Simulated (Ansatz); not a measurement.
# Ionic part of the dielectric constant of ZrS2, mode by mode

Method: DFT PBE+D3(BJ), scalar-relativistic, plane waves, PAW in Ansatz 0.2.0. Plane waves to 420 eV; Γ-centred k mesh 12×12×6; fixed occupations. No spin polarisation. Phonons by linear response, acoustic sum rule imposed.

It takes space group P-3m1 (No. 164, trigonal). The conventional cell has a = 3.635 Å, b = 3.635 Å, c = 5.720 Å, α = 90.00°, β = 90.00°, γ = 120.00°. Zr (site symmetry -3m) is surrounded by 6 S at 2.56 Å. S (site symmetry 3m) is surrounded by 3 Zr at 2.56 Å.

The primitive cell has V = 65.44 Å³ and ε∞,yy = 11.877. Each polar mode adds Δε = (4.92064×10⁷/V)·S/ν² along y, with S its oscillator strength in e²/amu, ν in cm⁻¹ and V in Å³.

Question: From these modes, find each Δε and ε0,yy.
```
ν (cm⁻¹) S_yy (e²/amu)
   157.6          1.279
```

Answer:
```csv
ν (cm⁻¹),Δε
157.6,38.75
```

The sum is 38.748, so ε0,yy = 50.62; the run's tensor has 50.63.

Question: Where do the longitudinal modes lie for a wave vector along y?

Answer: At 325 cm⁻¹. The Lyddane–Sachs–Teller product Π(ν_LO/ν_TO)² = 4.26 matches ε0/ε∞ = 4.26.

Cost: 1 run of about 3.5 core-minutes, on Intel Xeon Platinum 8488C (Sapphire Rapids) (shared hosts).

The in-plane ionic response comes from a single polar mode, the zone-centre vibration in which the Zr and S sublattices move against each other within the layer. Its contribution of 38.75 far exceeds the electronic part of 11.877, so the lattice dominates static screening along y. The main reason is probably dynamic charge transfer: Zr is formally d⁰, and displacing it changes the mixing of filled S 3p with empty Zr 4d states, giving effective charges well above the nominal ionic ones. The same long-range dipolar coupling softens the transverse mode, which the inverse-square dependence on frequency amplifies, and lifts the longitudinal one to 325 cm⁻¹.

Infrared measurements place the transverse mode higher and give a smaller static constant. The semilocal functional's too-narrow gap is a likely cause, since it exaggerates both electronic polarisability and p–d charge transfer. The large in-plane value can't be carried over to fields across the layers, where a different polar mode responds and screening is normally much weaker.
